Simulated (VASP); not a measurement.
Here is a VASP 6.6.1 calculation.

File POSCAR:

```
CdSe
1.0
    0.0000000000      3.0702711986      3.0702711986
    3.0702711986      0.0000000000      3.0702711986
    3.0702711986      3.0702711986      0.0000000000
Cd Se
1 1
Direct
    0.0000000000      0.0000000000      0.0000000000
    0.2500000000      0.2500000000      0.2500000000
```

Contents of INCAR.step1:

```
PREC = Accurate ; ENCUT = 520
EDIFF = 1E-5 ; ISMEAR = -1
SIGMA = 0.05 ; LREAL = False
LASPH = True ; NELM = 60
ALGO = Normal ; ISIF = 2
LWAVE = True ; LCHARG = False
NBANDS = 16 ; GGA = PE
```

INCAR.step2

```
PREC = Accurate ; ENCUT = 520
EDIFF = 1E-6 ; ISMEAR = -1
SIGMA = 0.05 ; LREAL = False
LASPH = True ; NELM = 60
ALGO = Normal ; ISIF = 2
LWAVE = False ; LCHARG = False
GGA = PS ; LHFCALC = True
AEXX = 0.25 ; PRECFOCK = Normal
NBANDS = 16 ; ISTART = 1
HFRCUT = -1
```

File KPOINTS:

```
regular mesh
0
Gamma
  4 4 4
```

File KPOINTS_OPT:

```
path GXWKGLUWLK,UX
8
line-mode
reciprocal
 0.0000000000  0.0000000000  0.0000000000  G
 0.5000000000  0.0000000000  0.5000000000  X

 0.5000000000  0.0000000000  0.5000000000  X
 0.5000000000  0.2500000000  0.7500000000  W

 0.5000000000  0.2500000000  0.7500000000  W
 0.3750000000  0.3750000000  0.7500000000  K

 0.3750000000  0.3750000000  0.7500000000  K
 0.0000000000  0.0000000000  0.0000000000  G

 0.0000000000  0.0000000000  0.0000000000  G
 0.5000000000  0.5000000000  0.5000000000  L

 0.5000000000  0.5000000000  0.5000000000  L
 0.6250000000  0.2500000000  0.6250000000  U

 0.6250000000  0.2500000000  0.6250000000  U
 0.5000000000  0.2500000000  0.7500000000  W

 0.5000000000  0.2500000000  0.7500000000  W
 0.5000000000  0.5000000000  0.5000000000  L

 0.5000000000  0.5000000000  0.5000000000  L
 0.3750000000  0.3750000000  0.7500000000  K

 0.6250000000  0.2500000000  0.6250000000  U
 0.5000000000  0.0000000000  0.5000000000  X
```

Potentials or basis: VASP PAW PBE potentials, release 64 (Cd, Se).

Launch:

```bash
$ cat potpaw_PBE.64/Cd/POTCAR potpaw_PBE.64/Se/POTCAR > POTCAR
$ cp INCAR.step1 INCAR
$ mpirun -np 1 vasp_std > vasp.out
$ cp INCAR.step2 INCAR
$ mpirun -np 1 vasp_std > vasp.out
```

(1) Predict the band gap on the k mesh.

(2) What does it give for the pressure?

## Answers

(1) 2.03 eV, direct.

(2) -1.7 GPa.

Caveat: the k mesh is coarse (spacing up to 0.44 Å⁻¹), so the values aren't converged, least of all with exact exchange; the PAW data sets were made with another functional, which shifts forces and pressure a little.
